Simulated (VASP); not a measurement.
A run of VASP 6.6.1 is set up as follows.

POSCAR

```
GaSb
1.0
    0.0000000000      3.0590000000      3.0590000000
    3.0590000000      0.0000000000      3.0590000000
    3.0590000000      3.0590000000      0.0000000000
Sb Ga
1 1
Direct
    0.7500000000      0.7500000000      0.7500000000
    0.0000000000      0.0000000000      0.0000000000
```

Contents of INCAR.step1:

```
SYSTEM = GaSb
  ALGO = Normal
  EDIFF = 1E-8
  EDIFFG = -0.002
  ENCUT = 600
  IBRION = 2
  ISIF = 3
  ISMEAR = -1
  LASPH = .TRUE.
  LCHARG = .FALSE.
  LREAL = .FALSE.
  LWAVE = .FALSE.
  NELM = 100
  NSW = 40
  PREC = Accurate
  SIGMA = 0.05
```

INCAR.step2

```
SYSTEM = GaSb
  ALGO = Normal
  EDIFF = 1E-8
  ENCUT = 600
  IBRION = 6
  ISIF = 3
  ISMEAR = -1
  LASPH = .TRUE.
  LCHARG = .FALSE.
  LREAL = .FALSE.
  LWAVE = .FALSE.
  NELM = 100
  NFREE = 2
  NSW = 1
  POTIM = 0.015
  PREC = Accurate
  SIGMA = 0.05
```

KPOINTS

```
k-points
0
G
  6 6 6
  0 0 0
```

Potentials or basis: VASP PAW LDA potentials, release 64 (Sb, Ga_d).

Run with:

```sh
$ cat potpaw_LDA.64/Sb/POTCAR potpaw_LDA.64/Ga_d/POTCAR > POTCAR
$ cp INCAR.step1 INCAR
$ mpirun -np 1 vasp_std > vasp.out
$ cp CONTCAR POSCAR
$ cp INCAR.step2 INCAR
$ mpirun -np 1 vasp_std > vasp.out
```

Question: Predict the elastic constants C11, C12, C44.

Answer: 82, 37, 38 GPa.

Question: Estimate the Voigt bulk modulus.

Answer: 52 GPa.

Question: Estimate the highest phonon frequency at Γ, LO-TO splitting left out.

Answer: 222 cm⁻¹.

Clamped-ion elastic tensor (GPa):
```
82 37 37  0  0  0
37 82 37  0  0  0
37 37 82  0  0  0
 0  0  0 58  0  0
 0  0  0  0 58  0
 0  0  0  0  0 58
```

The run has no spin-orbit coupling, so splittings on Sb are missing.
